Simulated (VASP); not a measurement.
**VASP 6.6.1 run: SiC**

INCAR

```
ISMEAR = -1
LASPH = .TRUE.
SIGMA = 0.02
LWAVE = .FALSE.
ENCUT = 520
EDIFF = 1E-7
IBRION = -1
PREC = Accurate
NELM = 120
METAGGA = TPSS
NBANDS = 11
LREAL = .FALSE.
NSW = 0
ISIF = 2
LCHARG = .FALSE.
```

KPOINTS

```
KPOINTS created by Atomic Simulation Environment
0
Gamma
3 3 3
0 0 0
```

POSCAR

```
Si C
 1.0000000000000000
     0.0000000000000000    2.1780523449999998    2.2869549621999998
     2.1780523449999998    0.0000000000000000    2.2869549621999998
     2.1780523449999998    2.1780523449999998    0.0000000000000000
 Si  C
   1   1
Cartesian
  0.0000000000000000  0.0000000000000000  0.0000000000000000
  1.0890261724999997  1.0890261724999997  1.1434774810999999
```

The recommended PBE PAW datasets give the neutral cell 8 valence electrons.

Command

```
mpirun -np 1 vasp_std
```

Task: How does this run end, and what does it give?

Result: It converged. Results: gap between bands v and c on the k mesh 2.30 eV; least direct gap on the k mesh 4.90 eV; pressure -7.4 GPa. Band v is the last that the valence electrons fill when counted band by band, and c is the next.

OSZICAR

```
N       E                     dE             d eps       ncg     rms          rms(c)
DAV:   1    -0.248541332292E+01   -0.24854E+01   -0.41701E+03   140   0.647E+02
DAV:   2    -0.212477887061E+02   -0.18762E+02   -0.16555E+02   155   0.108E+02
DAV:   3    -0.218334387781E+02   -0.58565E+00   -0.58473E+00   162   0.167E+01
DAV:   4    -0.218353068470E+02   -0.18681E-02   -0.18680E-02   162   0.123E+00
DAV:   5    -0.218353137521E+02   -0.69051E-05   -0.69050E-05   165   0.709E-02    0.909E+00
DAV:   6    -0.207072785047E+02    0.11280E+01   -0.32753E+00   135   0.167E+01    0.489E+00
DAV:   7    -0.205566419813E+02    0.15064E+00   -0.38590E+00   156   0.903E+00    0.219E+00
DAV:   8    -0.204383318516E+02    0.11831E+00   -0.61939E-01   153   0.377E+00    0.121E+00
DAV:   9    -0.204535466318E+02   -0.15215E-01   -0.14971E-02   156   0.107E+00    0.158E-01
DAV:  10    -0.204539845844E+02   -0.43795E-03   -0.33446E-04   175   0.159E-01    0.109E-01
DAV:  11    -0.204540834897E+02   -0.98905E-04   -0.15090E-04   156   0.101E-01    0.820E-03
DAV:  12    -0.204540828124E+02    0.67727E-06   -0.13448E-06   165   0.103E-02    0.407E-03
DAV:  13    -0.204540843068E+02   -0.14944E-05   -0.15308E-06   156   0.979E-03    0.272E-03
DAV:  14    -0.204540841944E+02    0.11242E-06   -0.11497E-07   149   0.176E-03    0.774E-04
DAV:  15    -0.204540841316E+02    0.62776E-07   -0.95269E-09   108   0.774E-04
   1 F= -.20454084E+02 E0= -.20454084E+02  d E =-.548755E-11
```

For comparison, a separate PBE run of the intended cell, on usual settings and not on those above, gives a gap of 1.15 eV on its mesh and a pressure of -6.7 GPa.
